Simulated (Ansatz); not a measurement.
La2O3:

```
CELL_PARAMETERS angstrom
3.93078 0.00000 0.00000
-1.96539 3.40415 0.00000
0.00000 0.00000 6.11195
ATOMIC_POSITIONS crystal
La 0.33333 0.66667 0.24624
La 0.66667 0.33333 0.75376
O 0.00000 0.00000 0.00000
O 0.33333 0.66667 0.64589
O 0.66667 0.33333 0.35411
```

The cell is a database's computed one.

| Property | Result |
| --- | --- |
| Program | Ansatz 0.2.0 |
| Task | single point |
| Functional | PBEsol |
| Potentials or basis | all-electron LAPW, scalar-relativistic |
| Cutoff | 282 eV (chosen from the basis error) |
| Basis error allowed | 0.001 eV/atom |
| k mesh | 8 × 8 × 5 |
| Occupations | fermi-dirac, width 0.05 eV |
| Spin | no spin polarisation |

On this cell: pressure -3.0 GPa; largest force 0.092 eV/Å; band gap on the k mesh 3.81 eV, indirect (least direct gap 3.96 eV).

The same run follows on a disturbed copy (atoms moved at random, drawn with an rms of 0.05 Å):

```xyz
5
Lattice="3.9308 0.0000 0.0000 -1.9654 3.4042 0.0000 0.0000 0.0000 6.1120" Properties=species:S:1:pos:R:3 pbc="T T T"
La    0.0396    2.2427    1.5034
La    1.9893    1.1531    4.6159
O     0.0170    0.0084   -0.0205
O     0.0159    2.2615    3.9737
O     1.9993    1.1120    2.1819
```

What does the disturbed cell give?

The energy moves by +2.5 meV/atom; pressure -3.1 GPa; largest force 0.264 eV/Å; band gap on the k mesh 3.78 eV, indirect (least direct gap 3.94 eV).

Forces in eV/Å, atoms in the order of the input:
```
La  -0.051  0.059  0.252
La  -0.014 -0.176 -0.096
O    0.012 -0.049  0.238
O    0.078  0.096 -0.209
O   -0.025  0.070 -0.185
```

Stress tensor (GPa, compression positive):
```
-2.74 -0.01  0.09
-0.01 -3.55 -0.36
 0.09 -0.36 -2.91
```

Caveats: spin-orbit coupling is left out, which moves the levels of the heavy elements; an odd mesh through Γ misses points on the zone boundary, where band edges often lie.
